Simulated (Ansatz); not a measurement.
The system is InP.

```xyz
2
Lattice="0.0000 2.9305 2.9305 2.9305 0.0000 2.9305 2.9305 2.9305 0.0000" Properties=species:S:1:pos:R:3 pbc="T T T"
In    0.0000    0.0000    0.0000
P     1.4653    1.4652    1.4652
```

Program: Ansatz 0.2.0. Alike in all runs: cell as given; cutoff (eV) 420.

Question: Order these runs on this cell by their band gap on the k mesh, lowest first.
A. level HISS; potentials or basis Ansatz PAW polarizable; spin off; k mesh 5 × 5 × 5; smearing gaussian 0.025 eV; mesh quality not flagged
B. level HSE06+D4; potentials or basis Ansatz PAW; spin SOC, no magnetisation; k mesh 4 × 4 × 4; smearing methfessel-paxton 0.025 eV; broadening 0.1 eV; mesh quality coarse
C. level PBE0; potentials or basis Ansatz PAW; spin SOC, no magnetisation; k mesh 5 × 5 × 5; smearing gaussian 0.02 eV; mesh quality not flagged

Answer: B (1.50 eV), A (1.90 eV), C (2.11 eV).

Caveats: some runs use coarse meshes; odd divisions of the mesh miss points on the zone boundary, where band edges often lie, so the gap on the mesh can be too wide (some runs); spin-orbit coupling is left out, which moves the levels of the heavy elements (some runs).

A k mesh can miss the band edges.

Not every run made on this cell is shown here.
